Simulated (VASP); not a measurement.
Runs of VASP 6.6.1 on GaP. It takes space group F-43m (No. 216, cubic). Conventional cell: a = 5.451 Å, b = 5.451 Å, c = 5.451 Å, α = 90.00°, β = 90.00°, γ = 90.00°. Ga (site symmetry -43m) has 4 P at 2.36 Å as nearest neighbours. P (site symmetry -43m) is surrounded by 4 Ga at 2.36 Å. 

```tsv
task	level	spin	cell	k mesh	cutoff (eV)	smearing	grid for exact exchange (PRECFOCK)	exchange at q = 0	share of exact exchange	mesh quality	gap on the mesh (eV)	pressure (GPa)	relaxed volume (Å³/atom)
single point	PBE	off	as given	8 × 8 × 8	520	gaussian 0.023 eV	-	-	-	not flagged	1.64	2.5	-
band structure	r2SCAN-EpsX	off	as given	4 × 4 × 4	520	fermi-dirac 0.05 eV	Normal	truncated	0.0895	coarse	(a)	0.1	-
band structure	SCAN0	off	as given	4 × 4 × 4	520	fermi-dirac 0.05 eV	Fast	default	-	coarse	3.16	-0.7	-
band structure	BLYP	off	as given	8 × 8 × 8	520	fermi-dirac 0.05 eV	-	-	-	not flagged	1.68	6.5	-
band structure	revPBE	off	as given	8 × 8 × 8	520	fermi-dirac 0.05 eV	-	-	-	not flagged	1.70	-	-
relaxation of cell and atoms	BLYP	off	relaxed	8 × 8 × 8	600	fermi-dirac 0.05 eV	-	-	-	not flagged	1.05	0.0	21.96
band structure	RPBE	off	as given	8 × 8 × 8	520	fermi-dirac 0.05 eV	-	-	-	not flagged	(b)	-	-
single point	PBE	off	as given	8 × 8 × 8	520	gaussian 0.011 eV	-	-	-	not flagged	1.64	2.4	-
relaxation of cell and atoms	RPBE	off	relaxed	8 × 8 × 8	600	fermi-dirac 0.05 eV	-	-	-	not flagged	1.50	0.0	21.41
band structure	PW91	off	as given	8 × 8 × 8	520	fermi-dirac 0.05 eV	-	-	-	not flagged	1.64	2.4	-
single point	PBE	off	as given	8 × 8 × 8	520	gaussian 0.025 eV	-	-	-	not flagged	1.64	2.4	-
```

Alike in all rows: potentials or basis VASP PAW PBE potentials, release 64 (Ga_d, P).

**Question.** Estimate the missing entries.

**Answer.** (a) 2.33; (b) 1.73.

Caveats: some runs use coarse meshes; the PAW data sets were made with another functional, which shifts forces and pressure a little (some runs); an unscreened hybrid on a path of extra k points without a Coulomb cutoff has errors near the mesh points, so the bands along the path aren't reliable (some runs).

A k mesh can miss the band edges, and the runs leave out spin-orbit coupling on Ga.
